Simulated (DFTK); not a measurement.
Runs of DFTK 0.8.2 on Ge. Symmetry: I4_1/amd, No. 141, tetragonal system. Conventional cell: a = 5.149 Å, b = 5.149 Å, c = 2.795 Å, α = 90.00°, β = 90.00°, γ = 90.00°. Ge (site symmetry -4m2) is surrounded by 6 Ge at 2.67 to 2.79 Å. This isn't the form of Ge at room conditions, which is diamond.

```tsv
level	potentials or basis	k mesh	cutoff (eV)	valence electrons	SCF solver	mesh quality	gap on the mesh (eV)	pressure (GPa)
r2SCAN	cp2k.nc.sr.pbe.v0_1.largecore.gth (PBE, GTH)	8 × 8 × 8	789	Ge 4	ScfAndersonSolver	not flagged	none	3.1
LDA	cp2k.nc.sr.lda.v0_1.semicore.gth (LDA, GTH)	11 × 11 × 11	544	Ge 4	-	not flagged	none	-3.7
BJ06	SG15 1.2 (PBE)	7 × 7 × 7	1225	Ge 14	-	coarse	none	-
PBEsol	SG15 1.2 (PBE)	7 × 7 × 7	952	Ge 14	-	coarse	none	-
TASK	cp2k.nc.sr.pbe.v0_1.largecore.gth (PBE, GTH)	8 × 8 × 8	789	Ge 4	-	not flagged	none	(a)
```

Alike in all rows: task band structure; no spin polarisation; cell as given; smearing fermi-dirac 0.05 eV.

Question: Estimate the missing entries.

Answer: (a) 4.4.

Caveats: some runs use coarse meshes; the potentials were made for another functional, which shifts forces and pressure (some runs); GTH potentials come without recommended cutoffs, and this one wasn't checked for convergence (some runs); the program leaves the constant c of mgga_x_tb09 at 1, so the potential is Becke-Johnson's (BJ06) and not Tran and Blaha's, with levels but no total energy (some runs); the program warned that the kinetic-energy density falls under its von Weizsäcker bound, which can give unphysical results (some runs).

A k mesh can miss the band edges, and the runs leave out spin-orbit coupling on Ge.

A gap of «none» marks a metal or a gap under the smearing width.

Runs at the PBE level aren't shown here.
